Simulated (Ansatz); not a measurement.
# P: the cost of one run

Computed with Ansatz 0.2.0 (DFT PBE, scalar-relativistic, plane waves, PAW, unless a step's input says otherwise).

## Step 1: The structure to begin with

Symmetry: R-3m, No. 166, trigonal system. The conventional cell has a = 3.451 Å, b = 3.451 Å, c = 9.389 Å, α = 90.00°, β = 90.00°, γ = 120.00°. P (site symmetry 3m) has 3 P at 2.29 Å as nearest neighbours.

Coordinates:

```xyz
2
Lattice="1.7257 0.9963 3.1297 -1.7257 0.9963 3.1297 0.0000 -1.9927 3.1297" Properties=species:S:1:pos:R:3 pbc="T T T"
P     0.0000    0.0000    2.1321
P     0.0000    0.0000    7.2570
```

The structure comes from the Materials Project (structure only).

## Step 2: A distortion that keeps the symmetry

What differs from the listed cell: strain xx, yy, zz, yz, xz, xy = +3.0, +3.0, +0.0, +0.0, +0.0, +0.0 %; atoms moved by 0.06 Å root mean square, at most 0.06 Å.

The input, input.yaml:

```yaml
crystal:
  lattice:
    - [1.7767030998, 1.025780013, 3.1282403593]
    - [-1.7767030998, 1.025780013, 3.1282403593]
    - [0.0, -2.0515600258, 3.1282403593]
  atoms:
    - { symbol: P, position: [0.2334706797, 0.2334706797, 0.2334706797] }
    - { symbol: P, position: [0.7665293203, 0.7665293203, 0.7665293203] }
basis:
  ecutwfc: 420
kpoints:
  mp_grid: { grid: [15, 15, 15] }
hamiltonian:
  xc: pbe
scf:
  occupations: { method: gaussian, width: 0.1 }
output:
  forces: true
  stress: true
  eigenvalues: true
```

Command:

```console
$ ansatz run input.yaml --threads 1 --pin off --max-ram 1331MiB --backend cpu --events-out ev --progress --plain --runs-dir out
```

**Question.** How long does this run take on 1 thread of an Arm CPU, shared host, and how much memory does it need?

About 5.5 s, with a peak of 0.37 GiB.
